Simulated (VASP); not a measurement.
# Al2O3 (P-6m2) in VASP: a series of runs

One crystal, Al2O3, is run at these levels: LDA; tasks: single point.

All numbers are computed with VASP 6.6.1; they aren't measurements. Logs are shortened: lines on timing, memory, paths and dates and some standing lists are left out, and cuts for length are marked.

### Step 1. Starting point

The structure is hexagonal, space group P-6m2 (No. 187). The conventional cell has a = 3.045 Å, b = 3.045 Å, c = 8.378 Å, α = 90.00°, β = 90.00°, γ = 120.00°. Al (site symmetry 3m) has 3 O at 1.86 Å as nearest neighbours. Around O (site symmetry 3m) lie 3 Al at 1.86 Å. Around O (site symmetry -6m2) lie 6 Al at 2.16 Å.

Measurements of this composition are mostly on another form, of space group No. 167.

### Step 2. Single point, LDA

INCAR

```
SYSTEM = Al2O3
PREC = Accurate
ENCUT = 520
EDIFF = 1E-7
ISMEAR = 0
SIGMA = 0.05
LREAL = .FALSE.
LASPH = .TRUE.
NELM = 100
ALGO = Normal
ISIF = 2
LWAVE = .FALSE.
LCHARG = .FALSE.
NBANDS = 20
```

KPOINTS

```
Automatic mesh
0
G
  12 12 4
  0 0 0
```

POSCAR

```
Al2O3
1.0
    3.0448872189      0.0000000000      0.0000000000
   -1.5224436095      2.6369496832      0.0000000000
    0.0000000000      0.0000000000      8.3780295585
Al O
2 3
Direct
    0.0000000000      0.0000000000      0.1499923300
    0.0000000000      0.0000000000      0.8500076700
    0.3333333333      0.6666666667      0.2223169200
    0.6666666667      0.3333333333      0.0000000000
    0.3333333333      0.6666666667      0.7776830800
```

Potentials or basis: VASP PAW LDA potentials, release 64 (Al, O).

The run is started by

```console
> cat potpaw_LDA.64/Al/POTCAR potpaw_LDA.64/O/POTCAR > POTCAR
> mpirun -np 1 vasp_std > vasp.out
```

OUTCAR:

```text
SYSTEM = Al2O3
   PREC = Accurate
   ENCUT = 520
   EDIFF = 1E-7
   ISMEAR = 0
   LREAL = .FALSE.
   LASPH = .TRUE.
   NELM = 100
   ISIF = 2

 ion  position               nearest neighbor table
   1  0.000  0.000  0.150-   3 1.86   3 1.86   3 1.86   4 2.16   4 2.16   4 2.16   2 2.51
   2  0.000  0.000  0.850-   5 1.86   5 1.86   5 1.86   4 2.16   4 2.16   4 2.16   1 2.51
   3  0.333  0.667  0.222-   1 1.86   1 1.86   1 1.86
   4  0.667  0.333  0.000-   1 2.16   2 2.16   1 2.16   2 2.16   1 2.16   2 2.16
   5  0.333  0.667  0.778-   2 1.86   2 1.86   2 1.86

  LATTYP: Found a hexagonal cell.
 ALAT       =     3.0448872189
 C/A-ratio  =     2.7515073486

  Lattice vectors:

 A1 = (   3.0448872189,   0.0000000000,   0.0000000000)
 A2 = (  -1.5224436095,   2.6369496832,   0.0000000000)
 A3 = (   0.0000000000,   0.0000000000,   8.3780295585)

Analysis of symmetry for initial positions (statically):
=====================================================================
 Subroutine PRICEL returns:
 Original cell was already a primitive cell.

 Routine SETGRP: Setting up the symmetry group for a
 hexagonal supercell.

 Subroutine GETGRP returns: Found 12 space group operations
 (whereof 12 operations were pure point group operations)
 out of a pool of 24 trial point group operations.

The static configuration has the point symmetry D_3h.

Analysis of symmetry for dynamics (positions and initial velocities):
=====================================================================
 Subroutine PRICEL returns:
 Original cell was already a primitive cell.

 Routine SETGRP: Setting up the symmetry group for a
 hexagonal supercell.

 Subroutine GETGRP returns: Found 12 space group operations
 (whereof 12 operations were pure point group operations)
 out of a pool of 24 trial point group operations.

The dynamic configuration has the point symmetry D_3h.

 Subroutine INISYM returns: Found 12 space group operations
 (whereof 12 operations are pure point group operations),
 and found     1 'primitive' translations

----------------------------------------------------------------------------------------

                                     Primitive cell

  volume of cell :      67.2690

  direct lattice vectors                    reciprocal lattice vectors
     3.044887219  0.000000000  0.000000000     0.328419389  0.189613023  0.000000000
    -1.522443610  2.636949683  0.000000000     0.000000000  0.379226045  0.000000000
     0.000000000  0.000000000  8.378029558     0.000000000  0.000000000  0.119359808

  length of vectors
     3.044887219  3.044887219  8.378029558     0.379226045  0.379226045  0.119359808

  position of ions in fractional coordinates (direct lattice)
     0.000000000  0.000000000  0.149992330
     0.000000000  0.000000000  0.850007670
     0.333333333  0.666666667  0.222316920
     0.666666667  0.333333333  0.000000000
     0.333333333  0.666666667  0.777683080

  ion indices of the primitive-cell ions
   primitive index   ion index
                 1           1
                 2           2
                 3           3
                 4           4
                 5           5

----------------------------------------------------------------------------------------

 KPOINTS: Automatic mesh

Automatic generation of k-mesh.
 Grid dimensions read from file:
 generate k-points for:   12   12    4

 Generating k-lattice:

  Cartesian coordinates                     Fractional coordinates (reciprocal lattice)
     0.027368282  0.015801085  0.000000000     0.083333333  0.000000000  0.000000000
     0.000000000  0.031602170  0.000000000     0.000000000  0.083333333  0.000000000
     0.000000000  0.000000000  0.029839952     0.000000000  0.000000000  0.250000000

  Length of vectors
     0.031602170  0.031602170  0.029839952

  Shift w.r.t. Gamma in fractional coordinates (k-lattice)
     0.000000000  0.000000000  0.000000000

 Subroutine IBZKPT returns following result:
 ===========================================

 Found     57 irreducible k-points:

 Following reciprocal coordinates:
            Coordinates               Weight
  0.000000  0.000000  0.000000      1.000000
  0.083333 -0.000000  0.000000      6.000000
  0.166667  0.000000  0.000000      6.000000
  0.250000  0.000000  0.000000      6.000000
  0.333333  0.000000  0.000000      6.000000
  0.416667  0.000000  0.000000      6.000000
[... 16 lines left out ...]
  0.250000  0.000000  0.250000     12.000000
  0.333333  0.000000  0.250000     12.000000
 [... further k-points ...]
   k-points           NKPTS =     57   k-points in BZ     NKDIM =     57   number of bands    NBANDS=     20
   number of dos      NEDOS =    301   number of ions     NIONS =      5
   total plane-waves  NPLWV =  36864
   dimension x,y,z NGX =    24 NGY =   24 NGZ =   64
   dimension x,y,z NGXF=    48 NGYF=   48 NGZF=  128
   ions per type =               2   3
   NGX,Y,Z   is equivalent  to a cutoff of  13.10, 13.10, 12.70 a.u.
   NGXF,Y,Z  is equivalent  to a cutoff of  26.21, 26.21, 25.40 a.u.
 SYSTEM =  Al2O3
   PREC   = accura    normal or accurate (medium, high low for compatibility)
   ISTART =      0    job   : 0-new  1-cont  2-samecut
   ICHARG =      2    charge: 1-file 2-atom 10-const
   ISPIN  =      1    spin polarized calculation?
   LNONCOLLINEAR =      F non collinear calculations
   LSORBIT =      F    spin-orbit coupling
   LASPH  =      T    aspherical Exc in radial PAW
   ENCUT  =  520.0 eV  38.22 Ry    6.18 a.u.   5.66  5.66 15.58*2*pi/ulx,y,z
   NELM   =    100;   NELMIN=  2; NELMDL= -5     # of ELM steps
   EDIFF  = 0.1E-06   stopping-criterion for ELM
   LREAL  =      F    real-space projection
   EDIFFG = 0.1E-05   stopping-criterion for IOM
   NSW    =      0    number of steps for IOM
   IBRION =     -1    ionic relax: 0-MD 1-quasi-New 2-CG
   NFREE  =      0    steps in history (QN), initial steepest desc. (CG)
   ISIF   =      2    stress and relaxation
   ISYM   =      2    0-nonsym 1-usesym 2-fastsym
   POTIM  = 0.5000    time-step for ionic-motion
   TEBEG  =    0.0;   TEEND  =   0.0 temperature during run
   PSTRESS=    0.0 pullay stress
   NELECT =      24.0000    total number of electrons
   NUPDOWN=      -1.0000    fix difference up-down
   EMIN   =  10.00;   EMAX   =-10.00  energy-range for DOS
   EFERMI =   0.00;   METHOD = LEGACY
   ISMEAR =     0;   SIGMA  =   0.05  broadening in eV -4-tet -1-fermi 0-gaus
   EFERMI_NEDOS =   21; number of points for ismear=-14 and -15
   IALGO  =     38    algorithm
   IMIX   =      4    mixing-type and parameters
     AMIX     =   0.40;   BMIX     =  1.00
     AMIX_MAG =   1.60;   BMIX_MAG =  1.00
  volume/ion in A,a.u.               =      13.45        90.79
  Fermi-wavevector in a.u.,A,eV,Ry     =   1.161111  2.194181 18.343074  1.348178
  Thomas-Fermi vector in A             =   2.297686
   LORBIT       =      0    0 simple, 1 ext, 2 COOP (PROOUT), +10 PAW based schemes
   GGA     = CA    functional components
   LHFCALC =     F    Hartree Fock is set to
   AEXX    =    0.0000 exact exchange contribution
   IVDW    =     0    specifies the selected vdW correction
   LEPSILON=     F    determine dielectric tensor
   LRPA    =     F    only Hartree local field effects (RPA)
 non-spin polarized calculation
 Gauss-broadening in eV      SIGMA  =   0.05
  energy-cutoff  :      520.00
  volume of cell :       67.27
 maximum number of plane-waves:      1855
 NGX is ok and might be reduce to    24
   NGX = 11   NGY = 11   NGZ = 31

 number of electron      24.0000005 magnetization

 Free energy of the ion-electron system (eV)
  ---------------------------------------------------
  ext. energy  EPLUGINS =         0.00000000
  ---------------------------------------------------
  free energy    TOTEN  =       -39.17607334 eV

  energy without entropy =      -39.17607334  energy(sigma->0) =      -39.17607334

 E-fermi :   1.4769     XC(G=0):  -9.1188

 val. band max:        1.2276696428   @ k =   0.3333   0.3333   0.5000
 cond. band min:       4.2690967567   @ k =   0.0000   0.0000   0.0000
 fundamental gap:      3.0414271139
 Fermi energy:         1.4768611531

 k-point     1 :       0.0000    0.0000    0.0000
  band No.  band energies     occupation
      1     -17.6615      2.00000
      2     -15.8910      2.00000
      3     -14.7625      2.00000
      4      -3.3980      2.00000
      5      -1.2952      2.00000
      6      -1.2952      2.00000
[... 12 lines left out ...]
     19      14.2395      0.00000
     20      14.2396      0.00000

 k-point     2 :       0.0833   -0.0000    0.0000
  band No.  band energies     occupation
      1     -17.5856      2.00000
      2     -15.8387      2.00000
      3     -14.7526      2.00000
      4      -3.4009      2.00000
      5      -1.8851      2.00000
      6      -1.4049      2.00000
[... 12 lines left out ...]
     19      13.7683      0.00000
     20      14.4067      0.00000

 k-point     3 :       0.1667    0.0000    0.0000
  band No.  band energies     occupation
      1     -17.3667      2.00000
      2     -15.6918      2.00000
      3     -14.7334      2.00000
      4      -3.4743      2.00000
      5      -2.8427      2.00000
      6      -1.6652      2.00000
[... 12 lines left out ...]
     19      14.0700      0.00000
     20      14.3867      0.00000

 k-point     4 :       0.2500    0.0000    0.0000
  band No.  band energies     occupation
      1     -17.0314      2.00000
      2     -15.4804      2.00000
      3     -14.7306      2.00000
      4      -3.8529      2.00000
      5      -3.7583      2.00000
      6      -1.9646      2.00000
[... 429 lines left out ...]
 k-point    23 :       0.2500    0.0000    0.2500
  band No.  band energies     occupation
      1     -17.0312      2.00000
      2     -15.4812      2.00000
      3     -14.7300      2.00000
      4      -3.8509      2.00000
      5      -3.7590      2.00000
      6      -1.9645      2.00000
[... 12 lines left out ...]
     19      13.3039      0.00000
     20      14.3008      0.00000

 k-point    24 :       0.3333    0.0000    0.2500
  band No.  band energies     occupation
      1     -16.6313      2.00000
      2     -15.2555      2.00000
      3     -14.7763      2.00000
      4      -4.7278      2.00000
      5      -4.2073      2.00000
      6      -2.4996      2.00000
[... 12 lines left out ...]
     19      13.3104      0.00000
     20      13.8857      0.00000

 [... further k-points ...]

------------------------ aborting loop because EDIFF is reached ----------------------------------------

  FORCE on cell =-STRESS in cart. coord.  units (eV):
  Direction    XX          YY          ZZ          XY          YZ          ZX
  --------------------------------------------------------------------------------------
  -------------------------------------------------------------------------------------
  Total      -10.4770133    -10.4770133      5.0343670      0.0000000      0.0000000      0.0000000
  in kB     -249.5359569   -249.5359569    119.9058892      0.0000000      0.0000000      0.0000000
  external PRESSURE =    -126.3886749 kB  Pullay stress =       0.0000000 kB

 VOLUME and BASIS-vectors are now :
 -----------------------------------------------------------------------------
  energy-cutoff  :      520.00
  volume of cell :       67.27
      direct lattice vectors                 reciprocal lattice vectors
     3.044887219  0.000000000  0.000000000     0.328419389  0.189613023  0.000000000
    -1.522443610  2.636949683  0.000000000     0.000000000  0.379226045  0.000000000
     0.000000000  0.000000000  8.378029558     0.000000000  0.000000000  0.119359808

 POSITION                                       TOTAL-FORCE (eV/Angst)
 -----------------------------------------------------------------------------------
      0.00000      0.00000      1.25664         0.000000     -0.000000      2.378616
      0.00000      0.00000      7.12139        -0.000000     -0.000000     -2.378616
     -0.00000      1.75797      1.86258        -0.000000      0.000000     -0.221968
      1.52244      0.87898      0.00000         0.000000     -0.000000      0.000000
     -0.00000      1.75797      6.51545        -0.000000      0.000000      0.221968
 -----------------------------------------------------------------------------------
    total drift:                               -0.000000      0.000000      0.000000

  FREE ENERGIE OF THE ION-ELECTRON SYSTEM (eV)
  ---------------------------------------------------
  free  energy   TOTEN  =       -39.1760733386 eV

  energy  without entropy=      -39.1760733386  energy(sigma->0) =      -39.17607334
```

Run time: 41 s. Hardware: 1 thread of Intel Xeon Platinum 8559C (Emerald Rapids), shared host; peak memory 0.18 GiB.

Results:

```yaml
Free_energy: -39.1761 eV
Pressure: -12.6 GPa
Largest_force: 2.379 eV/Å
Band_gap_on_the_k_mesh: 3.04 eV, indirect (least direct gap 3.33 eV)
```

Forces in eV/Å, atoms in the order of the input:
```
Al   0.000  0.000  2.379
Al   0.000  0.000 -2.379
O    0.000  0.000 -0.222
O    0.000  0.000  0.000
O    0.000  0.000  0.222
```

Caveat: forces of over 1 eV/Å show positions far from the minimum, so gaps and moduli don't describe the material at rest. A k mesh can miss the band edges.

(Continued in part 2 of 2.)
